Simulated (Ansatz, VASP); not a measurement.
# AlGaAs2 (ordered alloy, x = 0.5, built in the cubic cell of 8 atoms (invented)): VASP beside Ansatz

Aim: how closely do two programs agree when they are given the same cell, functional and k mesh? The cell is generated by rule, not measured, and may not be a known phase. The cell is taken from a series of runs on this material, whose earlier steps may have relaxed, scaled, displaced or heated it; both programs get it as it stands.

Program: Ansatz 0.2.0. Level of theory: plane waves, with VASP 6.6.1 beside it; r2SCAN. Results are calculated unless marked as measured.

## (1) The starting structure

Symmetry: P-4m2, No. 115, tetragonal system. The conventional cell has a = 4.015 Å, b = 4.015 Å, c = 5.661 Å, α = 90.00°, β = 90.00°, γ = 90.00°. Ga has 4 As at 2.46 Å nearest. Al has 4 As at 2.45 Å nearest. Nearest to As lie 2 Al at 2.45 Å and 2 Ga at 2.46 Å. Farther neighbours are not listed.

## (2) VASP: relaxation of cell and atoms, r2SCAN, pair 1

The relaxed volume is the usual yardstick between codes: in a stiff, nearly cubic crystal its relative difference is about their pressure difference at one cell divided by the bulk modulus.

Lines of VASP's logs that name or quote its potential files are left out, and so is its time.

INCAR reads:

```
SYSTEM = AlGaAs2
PREC = Accurate
ENCUT = 550
EDIFF = 1E-07
NELM = 120
ISMEAR = 0
SIGMA = 0.01
LREAL = .FALSE.
ALGO = Normal
METAGGA = R2SCAN
LASPH = .TRUE.
NBANDS = 19
LORBIT = 11
LWAVE = .FALSE.
LCHARG = .FALSE.
ISIF = 3
IBRION = 2
NSW = 80
EDIFFG = -0.005
GGA_COMPAT = .FALSE.
NELMIN = 4
EFERMI = MIDGAP
LMIXTAU = .TRUE.
KPAR = 2
```

POSCAR reads:

```
AlGaAs2
1.0
    4.0147840000      0.0000000000      0.0000000000
    0.0000000000      4.0147840000      0.0000000000
    0.0000000000      0.0000000000      5.6606920000
Ga Al As
1 1 2
Direct
    0.0000000000      0.0000000000      0.0000000000
    0.5000000000      0.5000000000      0.5000000000
    0.0000000000      0.5000000000      0.7493179279
    0.5000000000      0.0000000000      0.2506820721
```

KPOINTS reads:

```
Automatic mesh
0
Gamma
6 6 4
0 0 0
```

The projector-augmented-wave data sets are Ga_d, Al and As (PBE family, release 64).

Launch:

```sh
> mpirun -np 2 vasp_std
```

Numbers of over 12 decimals in the logs are rounded to 6 here.

The program printed:

```text
[banner, memory and clock lines left out]
running    2 mpi-ranks, on    1 nodes
 distrk:  each k-point on    1 cores,    2 groups
 distr:  one band on    1 cores,    1 groups

 POSCAR found type information on POSCAR GaAlAs
 POSCAR found :  3 types and       4 ions
|                                                                             |
|               ----> ADVICE to this user running VASP <----                  |
|                                                                             |
|     You enforced a specific xc type in the INCAR file but a different       |
|     [... a line on the potential file left out ...]
|     I HOPE YOU KNOW WHAT YOU ARE DOING!                                     |
|                                                                             |

 LDA part: xc-table for (None), standard interpolation
 POSCAR, INCAR and KPOINTS ok, starting setup
 FFT: planning ... GRIDC
 FFT: planning ... GRID_SOFT
 FFT: planning ... GRID
 WAVECAR not read
 entering main loop
       N       E                     dE             d eps       ncg     rms          rms(c)
DAV:   1     0.116936464783E+03    0.11694E+03   -0.12531E+04  1143   0.162E+03
DAV:   2    -0.367244164168E+02   -0.15366E+03   -0.14801E+03  1284   0.352E+02
DAV:   3    -0.525550636616E+02   -0.15831E+02   -0.15543E+02  1346   0.946E+01
DAV:   4    -0.530372969133E+02   -0.48223E+00   -0.48119E+00  1396   0.163E+01
DAV:   5    -0.530468438206E+02   -0.95469E-02   -0.95407E-02  1441   0.220E+00    0.540E+00
DAV:   6    -0.506114084553E+02    0.24354E+01   -0.12251E+00  1518   0.153E+01    0.297E+00
DAV:   7    -0.490508157771E+02    0.15606E+01   -0.55398E-01  1209   0.594E+00    0.151E+00
DAV:   8    -0.496976534098E+02   -0.64684E+00   -0.62715E-01  1209   0.524E+00    0.534E-01
DAV:   9    -0.495165398542E+02    0.18111E+00   -0.10294E-01  1149   0.258E+00    0.363E-01
DAV:  10    -0.497067616821E+02   -0.19022E+00   -0.87586E-02  1164   0.197E+00    0.129E-01
DAV:  11    -0.497245738609E+02   -0.17812E-01   -0.14304E-02  1264   0.977E-01    0.108E-01
DAV:  12    -0.497256628524E+02   -0.10890E-02   -0.85990E-04  1295   0.289E-01    0.726E-02
DAV:  13    -0.497255861942E+02    0.76658E-04   -0.38123E-04  1323   0.191E-01    0.421E-02
DAV:  14    -0.497261183823E+02   -0.53219E-03   -0.83009E-04  1182   0.250E-01    0.109E-02
DAV:  15    -0.497264131804E+02   -0.29480E-03   -0.14824E-04  1249   0.120E-01    0.852E-03
DAV:  16    -0.497263338277E+02    0.79353E-04   -0.48077E-05  1205   0.755E-02    0.602E-03
DAV:  17    -0.497264231774E+02   -0.89350E-04   -0.53788E-05  1173   0.783E-02    0.172E-03
DAV:  18    -0.497264251520E+02   -0.19745E-05   -0.37805E-06  1274   0.201E-02    0.157E-03
DAV:  19    -0.497264249728E+02    0.17915E-06   -0.13855E-06  1275   0.961E-03    0.698E-04
DAV:  20    -0.497264259841E+02   -0.10113E-05   -0.65117E-07  1266   0.670E-03    0.344E-04
DAV:  21    -0.497264260720E+02   -0.87900E-07   -0.68579E-08   846   0.264E-03
   1 F= -.49726426E+02 E0= -.49726426E+02  d E =-.497264E+02
[...]
2 F= -.49726437E+02 E0= -.49726437E+02  d E =-.108143E-04
[...]
3 F= -.49726442E+02 E0= -.49726442E+02  d E =-.155418E-04
[...]
4 F= -.49726440E+02 E0= -.49726440E+02  d E =-.139839E-04
 curvature:  -0.06 expect dE=-0.694E-06 dE for cont linesearch -0.105E-08
 trial: gam= 0.17689 g(F)=  0.572E-05 g(S)=  0.512E-05 ort =-0.105E-05 (trialstep = 0.974E+00)
 search vector abs. value=  0.126E-04
 bond charge predicted
       N       E                     dE             d eps       ncg     rms          rms(c)
DAV:   1    -0.497264500320E+02   -0.10013E-04   -0.36062E-04  1320   0.179E-01    0.149E-02
DAV:   2    -0.497264483857E+02    0.16464E-05   -0.26180E-05  1513   0.667E-02    0.771E-03
DAV:   3    -0.497264476983E+02    0.68739E-06   -0.31110E-06  1562   0.236E-02    0.231E-03
DAV:   4    -0.497264476904E+02    0.79099E-08   -0.87084E-07  1238   0.966E-03
   5 F= -.49726448E+02 E0= -.49726448E+02  d E =-.763450E-05
 trial-energy change:   -0.000008  1 .order   -0.000006   -0.000010   -0.000001
 step:   1.0328(harm=  1.1077)  dis= 0.00053  next Energy=   -49.726448 (dE=-0.767E-05)
 reached required accuracy - stopping structural energy minimisation
```

From OUTCAR (step 2):

```text
ion  position               nearest neighbor table
   1  0.000  0.000  0.000-   3 2.46   4 2.46   3 2.46   4 2.46
   2  0.500  0.500  0.500-   3 2.45   4 2.45   4 2.45   3 2.45
   3  0.000  0.500  0.749-   2 2.45   2 2.45   1 2.46   1 2.46
   4  0.500  0.000  0.251-   2 2.45   2 2.45   1 2.46   1 2.46

  LATTYP: Found a simple tetragonal cell.
 ALAT       =     4.0147840000
 C/A-ratio  =     1.4099617813

 Subroutine GETGRP returns: Found  8 space group operations
 (whereof  8 operations were pure point group operations)

The static configuration has the point symmetry D_2d.

 Found     30 irreducible k-points:

   k-points           NKPTS =     30   k-points in BZ     NKDIM =     30   number of bands    NBANDS=     19

   dimension x,y,z NGX =    32 NGY =   32 NGZ =   48
   dimension x,y,z NGXF=    64 NGYF=   64 NGZF=   96

   ENCUT  =  550.0 eV  40.42 Ry    6.36 a.u.   7.68  7.68 10.82*2*pi/ulx,y,z

   NELECT =      26.0000    total number of electrons

 k-points in reciprocal lattice and weights: Automatic mesh
   0.00000000  0.00000000  0.00000000       0.007
   0.16666667  0.00000000  0.00000000       0.028
   0.33333333  0.00000000  0.00000000       0.028
   0.50000000  0.00000000  0.00000000       0.014
   0.16666667  0.16666667  0.00000000       0.028
   0.33333333  0.16666667  0.00000000       0.056
   0.50000000  0.16666667  0.00000000       0.028
   0.33333333  0.33333333  0.00000000       0.028
   0.50000000  0.33333333  0.00000000       0.028
[...]
0.50000000  0.33333333  0.50000000       0.028
   0.50000000  0.50000000  0.50000000       0.007

 average (electrostatic) potential at core
       1 -71.1322       2 -79.4726       3 -54.5594       4 -54.5594

 E-fermi :   4.3133

 k-point     1 :       0.0000    0.0000    0.0000
  band No.  band energies     occupation
    ...
      9       1.0950      2.00000
     10       1.0950      2.00000
     11       3.5576      2.00000
     12       3.5858      2.00000
     13       3.5858      2.00000
     14       5.1191      0.00000
     15       5.4309      0.00000
     16       6.1676      0.00000
     17       7.9519      0.00000
     18       7.9558      0.00000
    ...

 k-point     2 :       0.1667    0.0000    0.0000
  band No.  band energies     occupation
    ...
      9       0.3074      2.00000
     10       1.2797      2.00000
     11       1.9144      2.00000
     12       2.9881      2.00000
     13       3.4931      2.00000
     14       5.7146      0.00000
     15       6.4597      0.00000
     16       7.3981      0.00000
     17       8.0644      0.00000
     18       8.1546      0.00000
    ...

 k-point     3 :       0.3333    0.0000    0.0000
  band No.  band energies     occupation
    ...
      9      -0.2199      2.00000
     10      -0.0300      2.00000
     11       1.6955      2.00000
     12       1.7924      2.00000
     13       3.1375      2.00000
     14       6.3141      0.00000
     15       7.1565      0.00000
     16       8.6258      0.00000
     17       8.7522      0.00000
     18       9.7694      0.00000
    ...

  Total        0.0033612      0.0033612     -0.0020343      0.0000000      0.0000000      0.0000000
  in kB        0.0589720      0.0589720     -0.0356920      0.0000000      0.0000000      0.0000000
  external PRESSURE =       0.0274173 kB  Pullay stress =       0.0000000 kB

  energy-cutoff  :      550.00
  volume of cell :       91.32
      direct lattice vectors                 reciprocal lattice vectors
     4.016139810  0.000000000 -0.000000000     0.248995316  0.000000000  0.000000000
     0.000000000  4.016139810  0.000000000     0.000000000  0.248995316  0.000000000
    -0.000000000  0.000000000  5.661651562     0.000000000  0.000000000  0.176626906

 POSITION                                       TOTAL-FORCE (eV/Angst)
 -----------------------------------------------------------------------------------
      4.01614      0.00000      5.66165         0.000000      0.000000      0.000000
      2.00807      2.00807      2.83083        -0.000000     -0.000000      0.000000
     -0.00000      2.00807      4.24118         0.000000     -0.000000     -0.001240
      2.00807      0.00000      1.42048        -0.000000     -0.000000      0.001240
 -----------------------------------------------------------------------------------
    total drift:                                0.000000      0.000000     -0.000000

  FREE ENERGIE OF THE ION-ELECTRON SYSTEM (eV)
  ---------------------------------------------------
  free  energy   TOTEN  =       -49.7264476904 eV

  energy  without entropy=      -49.7264476904  energy(sigma->0) =      -49.72644769

 reached required accuracy - stopping structural energy minimisation

 total charge
# of ion       s       p       d       tot
------------------------------------------
    1        0.842   0.776   9.998  11.616
    2        0.401   0.380   0.000   0.781
    3        1.195   1.683   0.028   2.907
    4        1.195   1.683   0.028   2.907
--------------------------------------------------
tot          3.634   4.523  10.054  18.211

[... 3 further parts left out ...]
```

The run keeps the 8 symmetry operations of its start, so it cannot find a distortion of lower symmetry.

(Part 1 of 2 ends here.)

[Lines on the potential files, build, host, timing and source positions are cut from VASP's logs without a mark.]

[Logs are printed without paths, hosts, clocks, repeated set-up lines and the standing remarks that a program may print on its own settings, such as how far it seeks lower states.]

[Hosts, paths, dates, database ids (printed as entryN), source tags and the programs' standing remarks are cut or masked in the printed files.]
